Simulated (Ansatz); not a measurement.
## Convergence of Sc2Al with the k-point mesh

All numbers below come from DFT PBEsol, scalar-relativistic, plane waves, PAW (Ansatz).

```cif
data_structure
_symmetry_space_group_name_H-M 'P 1'
_symmetry_Int_Tables_number 1
_cell_length_a 4.8980
_cell_length_b 4.9308
_cell_length_c 6.1751
_cell_angle_alpha 89.638
_cell_angle_beta 91.185
_cell_angle_gamma 120.632
_cell_volume 128.30
loop_
_atom_site_label
_atom_site_type_symbol
_atom_site_fract_x
_atom_site_fract_y
_atom_site_fract_z
_atom_site_occupancy
Sc1 Sc 0.00114 0.97790 0.99941 1
Sc2 Sc 0.02001 0.00552 0.49207 1
Sc3 Sc 0.32847 0.67889 0.75677 1
Sc4 Sc 0.66019 0.32984 0.26154 1
Al1 Al 0.32621 0.65744 0.24439 1
Al2 Al 0.66273 0.30650 0.73471 1
```

```json
{
 "plane-wave cutoff": "420 eV",
 "occupation rule": "Gaussian smearing, 0.1 eV",
 "spin treatment": "unpolarised"
}
```

The atoms stay fixed while the k-point mesh is varied. ΔE is the energy extrapolated to zero smearing, less that of the reference run (8×8×6). The cell was strained and its atoms displaced at random, so that forces don't vanish. The meshes are Γ-centred. Pressure is positive in compression.

Times are rough; the reference took 54 s on 1 thread of Intel(R) Xeon(R) Platinum 8259CL CPU @ 2.50GHz (Skylake/Cascade Lake), with other jobs on the host, peak memory 0.82 GiB.

Problem. Tried: 1×1×1, 2×2×1, 2×2×2, 4×4×2, 4×4×4, 6×6×4, 8×8×6. From which k-point mesh on does the energy per atom stay within 100, 10 and 1 meV of the reference?

Solution. 2×2×1 for 100 meV, 4×4×2 for 10 meV, 6×6×4 for 1 meV. The reference itself isn't shown to be converged. At 4×4×2, where the energy is within 10 meV, force components still miss by up to 0.042 eV/Å, where the largest force is 1.277 eV/Å.

| mesh | ΔE (meV/atom) | P (GPa) | largest change of a force component (eV/Å) | irreducible points | wall time (s) |
| --- | --- | --- | --- | --- | --- |
| 1×1×1 | 200 | -10.83 | 0.530 | 1 | 1.4 |
| 2×2×1 | 84.1 | -0.44 | 0.340 | 4 | 1.9 |
| 2×2×2 | 33.3 | -1.15 | 0.157 | 8 | 2.4 |
| 4×4×2 | -1.97 | -1.71 | 0.042 | 20 | 6 |
| 4×4×4 | -3.02 | -1.76 | 0.021 | 36 | 9.9 |
| 6×6×4 | -0.40 | -1.71 | 0.013 | 76 | 21 |
| 8×8×6 | 0.00 | -1.71 | 0.000 | 196 | 54 |

6 further runs of this set didn't finish or converge.